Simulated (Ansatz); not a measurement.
# SnO2 (Cassiterite) (P4_2/mnm) in Ansatz: convergence with scf convergence dr2 threshold

Aim: find how far scf convergence dr2 threshold must go before the results for SnO2 (Cassiterite) settle, at PBE. This setting moves, with any that are tied to it; all else stays.

Everything below comes from runs of Ansatz 0.2.0. Logs are shortened: lines on timing, memory, paths and dates and some standing lists are left out, and cuts for length are marked.

### 1 Starting point

It takes space group P4_2/mnm (No. 136, tetragonal). The conventional cell has a = 4.738 Å, b = 4.738 Å, c = 3.187 Å, α = 90.00°, β = 90.00°, γ = 90.00°. Sn (site symmetry mmm) has 6 O at 2.05 to 2.06 Å as nearest neighbours. Around O (site symmetry m2m) lie 3 Sn at 2.05 to 2.06 Å.

### 2 With scf convergence dr2 threshold 0.01

File input.yaml:

```yaml
crystal:
  lattice:
    - [4.738, 0.0, 0.0]
    - [0.0, 4.738, 0.0]
    - [0.0, 0.0, 3.1865]
  atoms:
    - { symbol: Sn, position: [0.5, 0.5, 0.5] }
    - { symbol: Sn, position: [0.0, 0.0, 0.0] }
    - { symbol: O, position: [0.8071, 0.1929, 0.5] }
    - { symbol: O, position: [0.6929, 0.6929, 0.0] }
    - { symbol: O, position: [0.1929, 0.8071, 0.5] }
    - { symbol: O, position: [0.3071, 0.3071, 0.0] }
hamiltonian:
  xc: pbe
  pseudopotentials: { kind: paw }
kpoints:
  mp_grid: { grid: [5, 5, 7] }
scf:
  occupations: { method: gaussian, width: 0.05 }
  convergence: { dr2_threshold: 0.01 }
output:
  forces: true
  stress: true
  eigenvalues: true
```

Potentials or basis: Ansatz PAW.

On the command line:

```console
$ ansatz run input.yaml --threads 2 --pin off --max-ram 5632MiB --backend cpu --events-out ev --progress --plain --runs-dir out
```

Standard output:

```text
Warning: scf.convergence.dr2_threshold = 1e-2 eV is looser than this run's default, which is 1e-7 eV or tighter. The error in the forces grows as the threshold's square root, so leave the key out unless less accurate forces are enough
Warning: output.stress: scf.convergence.dr2_threshold = 1e-2 eV is looser than the 6e-10 eV advised for a printed stress (1e-10 eV for each atom of the cell: 6). What an SCF threshold leaves in a stress goes as its square root, and in the free energy as the threshold itself, and one threshold admits the most on a small cell: of the crystals measured, under no hybrid functional and no lock of the moments, on runs that ended without the residual-converged pass, on stresses that held no estimate of that error, the worst erred by over 100 MPa in a component at 1e-7 eV an atom and by under 5 at 1e-10. Set scf.convergence.dr2_threshold to 6e-10 eV or tighter. The threshold is an SCF's pass mark: one that does not reach it within its budget of iterations ends unconverged, or closes short of it on a stop that the run arms, and scf.convergence.dr2_threshold's page says what that costs each kind of run
Warning: RAYON_NUM_THREADS=2 ignored (pool sized by the plan → 2); use --threads N
Engine: ansatz 0.2.0, x86_64-unknown-linux-gnu
Pseudopotentials: kind: paw
Pseudopotential: Sn, paw, valence charge 14, recommended cutoff 420 eV (normal), Sn.paw.azcp
Pseudopotential: O, paw, valence charge 6, recommended cutoff 420 eV (normal), O.paw.azcp
Functional definition: PBE
  parameter kappa = 0.804
  parameter beta = 0.06672455060314922
  exchange = pbe_x(kappa = kappa, mu = beta*pi^2/3)
  correlation = pbe_c(beta = beta)
Crystal: 6 atoms, lattice volume = 71.533 Å³
Basis set: ecut = 420 eV, 1411 PW (Γ), exchange–correlation on 64×64×48 points (8 copies of the dense FFT grid, shifted against one another)
Bands: 32, of which v1, the nominal top of the filled ones, is band 26 counted from 1 (25 counted from 0)
Symmetry: 16 space group operations
Space group: P42/mnm (ITA 136), of the structure as read, at distance tolerance 4.2e-5 Å
k-points: 24 of 175
Non-local potential: Sn, projectors of the file, l = 0: 2, l = 1: 2, l = 2: 2, l = 3: 2
Non-local potential: O, projectors of the file, l = 0: 2, l = 1: 2, l = 2: 1
PAW form: soft (Blöchl's): semilocal exchange-correlation on the pseudo side does not see the compensation charge
PAW one-centre angular grid: Sn, 590 points (default); XC on 64 Gauss nodes
PAW one-centre angular grid: O, 110 points (default); XC on 64 Gauss nodes
Initial density: superposition of atomic densities (neutral atoms: chi_scale 0, normalization atom), corrected by the library's trained network
Initial wavefunctions: pseudopotential atomic-orbital guess
Functional: x = pbe(κ = 0.804, μ = 0.2195149727645171), c = pbe(β = 0.06672455060314922)
SCF iter   1: F=—  HF=-14317.837316 eV  |F-HF|=—  |Δ(HF+E_count)|=         —  Δρ=1.09e-3  dr2=2.62e-4  ethr=1.77e-3  ⟨swp⟩=6.0  Hψ=3402  notcnv=0  defer=2
preconditioner: auto → Resta (q_TF=auto, 2.587 Å⁻¹)  ε∞=3.6  [insulator: Δε(μ)=1.283 eV  Ē_g=19.758 eV  σ=0.050 eV  W_gap=1.00  n_scr=18 (ndim 8)  ℏωp=31.7 eV  f_vac=0.027  D(μ)=0.00/eV (n_scr^D=0)  ε∞_Penn≈3.6]
iter 2 did not close the SCF: its close was put off for the readings that it lacked (scf_convergence_deferred on its scf_iter line)
SCF iter   2: F=-14317.839478 eV  HF=-14317.839169 eV  |F-HF|=3.09e-4  |Δ(HF+E_count)|=   1.85e-3  Δρ=5.85e-4  dr2=7.54e-5  ethr=5.03e-7  ⟨swp⟩=2.8  Hψ=1670  notcnv=0  defer=7
iter 3 did not close the SCF: its close was put off for the readings that it lacked (scf_convergence_deferred on its scf_iter line)
SCF iter   3: F=-14317.839481 eV  HF=-14317.839479 eV  |F-HF|=1.68e-6  |Δ(HF+E_count)|=   3.10e-4  Δρ=1.94e-4  dr2=2.00e-5  ethr=1.45e-7  ⟨swp⟩=2.9  Hψ=1333  notcnv=0
automatic band count: iteration 3 solves 31 bands in place of 32: the levels show a gap, and the empty bands left out lie too high to hold charge; the band table lists the bands solved (type scf.n_extra_bands for more)
iter 4 did not close the SCF: its close was put off for the readings that it lacked (scf_convergence_deferred on its scf_iter line)
SCF iter   4: F=-14317.839489 eV  HF=-14317.839488 eV  |F-HF|=1.09e-6  |Δ(HF+E_count)|=   8.87e-6  Δρ=4.68e-5  dr2=8.16e-7  ethr=3.84e-8  ⟨swp⟩=2.0  Hψ=1018  notcnv=0
iter 5 did not close the SCF: its close was put off for the readings that it lacked (scf_convergence_deferred on its scf_iter line)
SCF iter   5: F=-14317.839489 eV  HF=-14317.839489 eV  |F-HF|=3.13e-7  |Δ(HF+E_count)|=   1.02e-6  Δρ=1.79e-5  dr2=1.09e-7  ethr=1.57e-9  ⟨swp⟩=2.0  Hψ=1241  notcnv=0
SCF iter   6: F=-14317.839489 eV  HF=-14317.839489 eV  |F-HF|=1.14e-8  |Δ(HF+E_count)|=   3.30e-7  Δρ=3.70e-6  dr2=5.00e-9  ethr=2.10e-10  ⟨swp⟩=3.2  Hψ=2223  notcnv=0
SCF 1 converged in 6 iterations: F = -14317.839489 eV  dr2 = 5.00e-9
SCF converged after 6 iterations
Free energy (F): -14317.839489 eV
Harris-Foulkes:  -14317.839489 eV  (|F-HF|=1.14e-8)
Internal energy: -14317.839489 eV  (E = F + TS)
E sigma→0 (E₀):  -14317.839489 eV
Fermi energy:    10.167746 eV
--- Per-component energies (eV) ---
  E_band       = -114.469131
  E_kinetic    = 1085.318999
  E_local      = -2860.961792  (includes V_loc(G=0)·N_el)
  E_nonlocal   = 134.903188
  E_hartree    = 1491.157017
  E_xc         = -1054.966598
  E_vxc        = -564.080629  (∫ρ·V_xc dr)
  E_paw        = -8930.448540  (= ΣΔE_a)
  E_vpaw       = -891.973379  (= ΣTr[D̂ρ^β])
  E_aug_tail   = 0.010016  (compensation charges beyond the density's cutoff)
  E_ewald      = -4182.851779
  E_smearing   = -0.000000  (= −TS)
  E_closure    = 0.000000  (closes the sum)
  Σ components = -14317.839489   (vs F -14317.839489, Δ=0.00e0)
--- Forces (eV/Å), atoms counted from 1 ---
  atom   1  Sn    -0.00000000     0.00000000    -0.00000000
  atom   2  Sn     0.00000000     0.00000000     0.00000000
  atom   3  O     -0.19462020     0.19462020     0.00000000
  atom   4  O      0.19462020     0.19462020    -0.00000000
  atom   5  O      0.19462020    -0.19462020    -0.00000000
  atom   6  O     -0.19462020    -0.19462020     0.00000000
  max |Σ_I F_I| component: 5.55e-17 eV/Å
--- Stress (GPa, compression-positive) ---
       10.098471       0.000000       0.000000
        0.000000      10.098471       0.000000
        0.000000       0.000000      13.034580
  P = ⅓ Tr σ = 11.0772 GPa (110.772 kbar)
--- Band table (eV; the first three rows and the last of 24) ---
  k-point 0: bands = ["-11.5896", "-10.8191", "-10.5294", "-10.5093", "-10.5093", "-10.4209", "-10.3807", "-10.2920", "-10.2589", "-10.2589", "-9.4016", "-7.5707", "-7.5707", "-5.7673", "1.4371", "5.4765", "5.4765", "5.5680", "6.4253", "7.4829", "7.5965", "8.3044", "8.3044", "8.7529", "8.7529", "9.5268", "10.8087", "15.6950", "15.8965", "15.8965", "20.0294"]
  k-point 1: bands = ["-11.4908", "-10.7063", "-10.7063", "-10.6962", "-10.4926", "-10.4400", "-10.3724", "-10.2927", "-10.2850", "-10.2850", "-9.2987", "-7.2486", "-7.2486", "-5.9236", "1.4163", "5.4141", "5.6649", "5.6649", "6.2686", "6.5588", "7.4273", "7.5844", "7.5844", "8.7846", "8.7846", "9.3568", "11.9933", "16.0913", "16.7248", "16.7248", "18.9383"]
  k-point 2: bands = ["-11.2415", "-11.0656", "-11.0656", "-10.5684", "-10.3980", "-10.3953", "-10.3516", "-10.3316", "-10.3316", "-10.2965", "-8.9147", "-6.5991", "-6.5991", "-6.4177", "1.4647", "4.4377", "5.2754", "6.0003", "6.0003", "6.5205", "6.5205", "6.8370", "6.9441", "8.6312", "8.6312", "8.8857", "13.8228", "16.5282", "18.3749", "18.4149", "18.4149"]
  k-point 23: bands = ["-11.3927", "-11.3130", "-10.8584", "-10.7326", "-10.3724", "-10.3706", "-10.3117", "-10.3093", "-10.2794", "-10.2767", "-7.7117", "-7.5286", "-6.1830", "-6.0621", "1.6993", "1.8403", "4.6844", "4.6859", "5.7714", "6.9037", "7.0162", "8.0330", "8.4794", "8.4981", "8.6447", "8.6781", "14.6484", "14.7488", "18.2668", "18.6561", "20.2117"]
```

Wall time 4.4 s (2 threads of Intel Xeon at 2.50GHz (Skylake/Cascade Lake), shared host); peak memory 0.37 GiB.

What came out:

| Property | Result |
| --- | --- |
| Free energy | -14317.8395 eV |
| Pressure | 11.1 GPa |
| Largest force | 0.275 eV/Å |
| Band gap on the k mesh | 1.28 eV, direct |

### 3 With scf convergence dr2 threshold 0.001

Edit input.yaml of step 2 so:

```diff
@@ -19,3 +19,3 @@
   occupations: { method: gaussian, width: 0.05 }
-  convergence: { dr2_threshold: 0.01 }
+  convergence: { dr2_threshold: 0.001 }
 output:
```

Potentials or basis: Ansatz PAW.

On the command line:

```console
$ ansatz run input.yaml --threads 2 --pin off --max-ram 5632MiB --backend cpu --events-out ev --progress --plain --runs-dir out
```

Run time: 4.4 s. Hardware: 2 threads of Intel Xeon at 2.50GHz (Skylake/Cascade Lake), shared host; peak memory 0.37 GiB.

What came out:

```yaml
Free_energy: -14317.8395 eV
Pressure: 11.1 GPa
Largest_force: 0.275 eV/Å
Band_gap_on_the_k_mesh: 1.28 eV, direct
```

### 4 With scf convergence dr2 threshold 0.0001

Edit input.yaml of step 3 so:

```diff
@@ -19,3 +19,3 @@
   occupations: { method: gaussian, width: 0.05 }
-  convergence: { dr2_threshold: 0.001 }
+  convergence: { dr2_threshold: 0.0001 }
 output:
```

On the command line:

```console
$ ansatz run input.yaml --threads 2 --pin off --max-ram 5632MiB --backend cpu --events-out ev --progress --plain --runs-dir out
```

Run time: 4.3 s. Hardware: 2 threads of Intel Xeon at 2.50GHz (Skylake/Cascade Lake), shared host; peak memory 0.37 GiB.

Results:

```yaml
Free_energy: -14317.8395 eV
Pressure: 11.1 GPa
Largest_force: 0.275 eV/Å
Band_gap_on_the_k_mesh: 1.28 eV, direct
```

### 5 With scf convergence dr2 threshold 1e-05

Edit input.yaml of step 4 so:

```diff
@@ -19,3 +19,3 @@
   occupations: { method: gaussian, width: 0.05 }
-  convergence: { dr2_threshold: 0.0001 }
+  convergence: { dr2_threshold: 1.0e-05 }
 output:
```

On the command line:

```console
$ ansatz run input.yaml --threads 2 --pin off --max-ram 5632MiB --backend cpu --events-out ev --progress --plain --runs-dir out
```

Wall time 3.5 s (2 threads of Intel Xeon at 2.50GHz (Skylake/Cascade Lake), shared host); peak memory 0.37 GiB.

Results:

| Property | Result |
| --- | --- |
| Free energy | -14317.8395 eV |
| Pressure | 11.1 GPa |
| Largest force | 0.275 eV/Å |
| Band gap on the k mesh | 1.28 eV, direct |

### 6 With scf convergence dr2 threshold 1e-06

Edit input.yaml of step 5 so:

```diff
@@ -19,3 +19,3 @@
   occupations: { method: gaussian, width: 0.05 }
-  convergence: { dr2_threshold: 1.0e-05 }
+  convergence: { dr2_threshold: 1.0e-06 }
 output:
```

Potentials or basis: Ansatz PAW.

On the command line:

```console
$ ansatz run input.yaml --threads 2 --pin off --max-ram 5632MiB --backend cpu --events-out ev --progress --plain --runs-dir out
```

It took 3.7 s on 2 threads of Intel Xeon at 2.50GHz (Skylake/Cascade Lake), shared host; peak memory 0.37 GiB.

Results (log left out):

- Free energy: -14317.8395 eV
- Pressure: 11.1 GPa
- Largest force: 0.275 eV/Å
- Band gap on the k mesh: 1.28 eV, direct

### 7 With scf convergence dr2 threshold 1e-07

Edit input.yaml of step 6 so:

```diff
@@ -19,3 +19,3 @@
   occupations: { method: gaussian, width: 0.05 }
-  convergence: { dr2_threshold: 1.0e-06 }
+  convergence: { dr2_threshold: 1.0e-07 }
 output:
```

On the command line:

```console
$ ansatz run input.yaml --threads 2 --pin off --max-ram 5632MiB --backend cpu --events-out ev --progress --plain --runs-dir out
```

It took 3.8 s on 2 threads of Intel Xeon at 2.50GHz (Skylake/Cascade Lake), shared host; peak memory 0.37 GiB.

It converged, with:

```
Free energy            : -14317.8395 eV
Pressure               : 11.1 GPa
Largest force          : 0.275 eV/Å
Band gap on the k mesh : 1.28 eV, direct
```

### 8 With scf convergence dr2 threshold 1e-09

Edit input.yaml of step 7 so:

```diff
@@ -19,3 +19,3 @@
   occupations: { method: gaussian, width: 0.05 }
-  convergence: { dr2_threshold: 1.0e-07 }
+  convergence: { dr2_threshold: 1.0e-09 }
 output:
```

On the command line:

```console
$ ansatz run input.yaml --threads 2 --pin off --max-ram 5632MiB --backend cpu --events-out ev --progress --plain --runs-dir out
```

Wall time 4.6 s (2 threads of Intel Xeon at 2.50GHz (Skylake/Cascade Lake), shared host); peak memory 0.37 GiB.

It converged, with:

```
Free energy            : -14317.8395 eV
Pressure               : 11.1 GPa
Largest force          : 0.275 eV/Å
Band gap on the k mesh : 1.28 eV, direct
```

### 9 With scf convergence dr2 threshold 1e-11

Edit input.yaml of step 8 so:

```diff
@@ -19,3 +19,3 @@
   occupations: { method: gaussian, width: 0.05 }
-  convergence: { dr2_threshold: 1.0e-09 }
+  convergence: { dr2_threshold: 1.0e-11 }
 output:
```

Potentials or basis: Ansatz PAW.

On the command line:

```console
$ ansatz run input.yaml --threads 2 --pin off --max-ram 5632MiB --backend cpu --events-out ev --progress --plain --runs-dir out
```

Wall time 5.6 s (2 threads of Intel Xeon at 2.50GHz (Skylake/Cascade Lake), shared host); peak memory 0.37 GiB.

The run converged. Its results:

| Item | Value |
| --- | --- |
| Free energy | -14317.8395 eV |
| Pressure | 11.1 GPa |
| Largest force | 0.275 eV/Å |
| Band gap on the k mesh | 1.28 eV, direct |

### 10 Result

```
scf convergence dr2 threshold  energy less the tightest run, at zero smearing (meV/atom)  SCF cycles  CPU time (s)  peak memory (GiB)
                         0.01                                                       0.00           6           6.3               0.37
                        0.001                                                       0.00           6           6.8               0.37
                       0.0001                                                       0.00           6           6.8               0.37
                        1e-05                                                       0.00           6           5.9               0.37
                        1e-06                                                       0.00           6           6.2               0.37
                        1e-07                                                       0.00           6           5.8               0.37
                        1e-09                                                       0.00           7           6.2               0.37
                        1e-11                                                       0.00           9           7.3               0.37
```

Against the tightest run, the energy stays within 1 meV/atom from 0.01 on. The tightest run that finished is the yardstick and may itself not be fully converged.

Caveats: odd divisions of the mesh miss points on the zone boundary, where band edges often lie, so the gap on the mesh can be too wide; spin-orbit coupling is left out, which moves the levels of the heavy elements.
